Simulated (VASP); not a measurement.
Write the native input for VASP 6.6.1 that does the following.

```yaml
Task: relaxation of cell and atoms
Functional: PBE
Potentials_or_basis: VASP PAW PBE potentials, release 64 (Sn_d, Te)
Cutoff: 520 eV
k_mesh: 12 × 12 × 12
Occupations: gaussian, width 0.02 eV
Spin: no spin polarisation
Further_INCAR_settings: ALGO = Normal; EDIFF = 1e-07; IBRION = 2; EDIFFG = -0.002; NSW = 80; ISIF = 3
```

The structure of SnTe lies in POSCAR:

```
SnTe                                    
1.0
    0.0000000000      3.2041864529      3.2041864529
    3.2041864529      0.0000000000      3.2041864529
    3.2041864529      3.2041864529     -0.0000000000
  Sn              Te            
     1     1
Direct
     0.0000000000000000    0.0000000000000000    0.0000000000000000
     0.5000000000000000    0.5000000000000000    0.5000000000000000
```

The input as run:

INCAR

```
SYSTEM = SnTe
  ALGO = Normal
  EDIFF = 1E-7
  EDIFFG = -0.002
  ENCUT = 520
  GGA = PE
  IBRION = 2
  ISIF = 3
  ISMEAR = 0
  LASPH = .True.
  LCHARG = .False.
  LREAL = .False.
  LWAVE = .False.
  NELM = 100
  NSW = 80
  PREC = Accurate
  SIGMA = 0.02
```

KPOINTS

```
k-points
0
Gamma
  12 12 12
  0 0 0
```

Potentials or basis: VASP PAW PBE potentials, release 64 (Sn_d, Te).

Run with:

```console
$ cat potpaw_PBE.64/Sn_d/POTCAR potpaw_PBE.64/Te/POTCAR > POTCAR
$ mpirun -np 1 vasp_std > vasp.out
```

Results of the run:

| Item | Value |
| --- | --- |
| Relaxed volume | 32.91 Å³/atom |
| Relaxed cell | a = 4.532 Å, b = 4.532 Å, c = 4.532 Å, α = 60.00°, β = 60.00°, γ = 60.00° |
| Space group after relaxing (to 0.05 Å) | Fm-3m (No. 225) |
| Energy gained by relaxing | 0.0 meV/atom |
| Ionic steps | 2 |
| Pressure after relaxing | 0.0 GPa |
| Band gap on the k mesh | 0.05 eV, direct |

Caveat: spin-orbit coupling is left out, which moves the levels of the heavy elements.

Wall time 78 s on 1 thread of Intel(R) Xeon(R) Platinum 8488C (Sapphire Rapids), with other jobs on the host, peak memory 0.26 GiB.
